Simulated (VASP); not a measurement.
Here is a VASP 6.6.1 calculation.

Contents of POSCAR:

```
Si
1.0
    3.8313174605      0.0000000000      0.0000000000
   -1.9156587303      3.3180182508      0.0000000000
    0.0000000000      0.0000000000      6.3326220002
Si
4
Direct
    0.6666666667      0.3333333333      0.9369905000
    0.3333333333      0.6666666667      0.4369905000
    0.6666666667      0.3333333333      0.5630095000
    0.3333333333      0.6666666667      0.0630095000
```

File INCAR.step1:

```
SYSTEM = Si
PREC = Accurate
ENCUT = 520
EDIFF = 1E-5
ISMEAR = 0
SIGMA = 0.02
LREAL = .FALSE.
LASPH = .TRUE.
NELM = 80
ALGO = Normal
ISIF = 2
LWAVE = .TRUE.
LCHARG = .FALSE.
NBANDS = 16
GGA = PE
KPAR = 4
```

File INCAR.step2:

```
SYSTEM = Si
PREC = Accurate
ENCUT = 520
EDIFF = 1E-6
ISMEAR = 0
SIGMA = 0.02
LREAL = .FALSE.
LASPH = .TRUE.
NELM = 80
ALGO = Normal
ISIF = 2
LWAVE = .FALSE.
LCHARG = .FALSE.
GGA = PE
LHFCALC = .TRUE.
HFSCREEN = 0.3
PRECFOCK = Fast
NBANDS = 16
ISTART = 1
KPAR = 4
```

File KPOINTS:

```
Automatic mesh
0
G
  6 6 4
  0 0 0
```

File KPOINTS_OPT:

```
path GMKGALHA,LM,KH
8
line-mode
reciprocal
 0.0000000000  0.0000000000  0.0000000000  G
 0.5000000000  0.0000000000  0.0000000000  M

 0.5000000000  0.0000000000  0.0000000000  M
 0.3333333333  0.3333333333  0.0000000000  K

 0.3333333333  0.3333333333  0.0000000000  K
 0.0000000000  0.0000000000  0.0000000000  G

 0.0000000000  0.0000000000  0.0000000000  G
 0.0000000000  0.0000000000  0.5000000000  A

 0.0000000000  0.0000000000  0.5000000000  A
 0.5000000000  0.0000000000  0.5000000000  L

 0.5000000000  0.0000000000  0.5000000000  L
 0.3333333333  0.3333333333  0.5000000000  H

 0.3333333333  0.3333333333  0.5000000000  H
 0.0000000000  0.0000000000  0.5000000000  A

 0.5000000000  0.0000000000  0.5000000000  L
 0.5000000000  0.0000000000  0.0000000000  M

 0.3333333333  0.3333333333  0.0000000000  K
 0.3333333333  0.3333333333  0.5000000000  H
```

Potentials or basis: VASP PAW PBE potentials, release 64 (Si).

Command:

```sh
$ cat potpaw_PBE.64/Si/POTCAR > POTCAR
$ cp INCAR.step1 INCAR
$ mpirun -np 4 vasp_std > vasp.out
$ cp INCAR.step2 INCAR
$ mpirun -np 4 vasp_std > vasp.out
```

Question: What does it give for the band gap on the k mesh?

Answer: 0.83 eV, indirect (least direct gap 1.54 eV).

Question: What does it give for the pressure?

Answer: -0.1 GPa.

Forces in eV/Å, atoms in the order of the input:
```
Si   0.000  0.000  0.023
Si   0.000  0.000  0.023
Si   0.000  0.000 -0.023
Si   0.000  0.000 -0.023
```

Caveat: the PAW data sets were made with another functional, which shifts forces and pressure a little.
